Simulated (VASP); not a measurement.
**VASP inputs for SrO (strained rocksalt)**

INCAR

```
NBANDS = 15
LCHARG = .FALSE.
NELM = 120
EDIFF = 1E-7
IBRION = -1
ENCUT = 520
SIGMA = 0.01
NSW = 0
PREC = Accurate
LWAVE = .FALSE.
ALGO = Normal
METAGGA = R2SCAN
ISIF = 2
LASPH = .TRUE.
LREAL = .FALSE.
ISMEAR = 0
```

KPOINTS

```
KPOINTS created by Atomic Simulation Environment
0
Gamma
8 8 8
0 0 0
```

KPOINTS_OPT

```
special points
7
Reciprocal
0.0000000000 0.0000000000 0.0000000000 1
0.5000000000 0.0000000000 0.5000000000 1
0.6250000000 0.2500000000 0.6250000000 1
0.3750000000 0.3750000000 0.7500000000 1
0.5000000000 0.5000000000 0.5000000000 1
0.5000000000 0.2500000000 0.7500000000 1
0.5000000000 0.5000000000 0.0000000000 1
```

POSCAR

```
Sr O
 1.0000000000000000
     0.0000000000000000    2.6572890956999999    2.5411939410000000
     2.6572890956999999    0.0000000000000000    2.5411939410000000
     2.6572890956999999    2.6572890956999999    0.0000000000000000
 Sr  O
   1   1
Cartesian
  0.0000000000000000  0.0000000000000000  0.0000000000000000
  2.6572890956999999  2.6572890956999999  2.5411939410000004
```

VASP ran with the recommended PBE PAW datasets (16 valence electrons in the cell).

Question: Estimate the main results of this run.

Answer: gap between bands v and c 3.55 eV; least direct gap 3.83 eV; pressure -2.9 GPa.

Band v is the last that the valence electrons fill when counted band by band, and c is the next. Levels in eV from the top of v:

```json
{"point": "Γ", "v−1": "-0.14", "v": "0.00", "c": "4.12", "c+1": "6.46"}
{"point": "X", "v−1": "-0.27", "v": "-0.10", "c": "3.74", "c+1": "7.97"}
{"point": "K", "v−1": "-0.65", "v": "-0.45", "c": "4.95", "c+1": "8.11"}
{"point": "L", "v−1": "-1.14", "v": "-1.13", "c": "6.77", "c+1": "8.52"}
{"point": "W", "v−1": "-0.63", "v": "-0.40", "c": "6.12", "c+1": "6.28"}
```
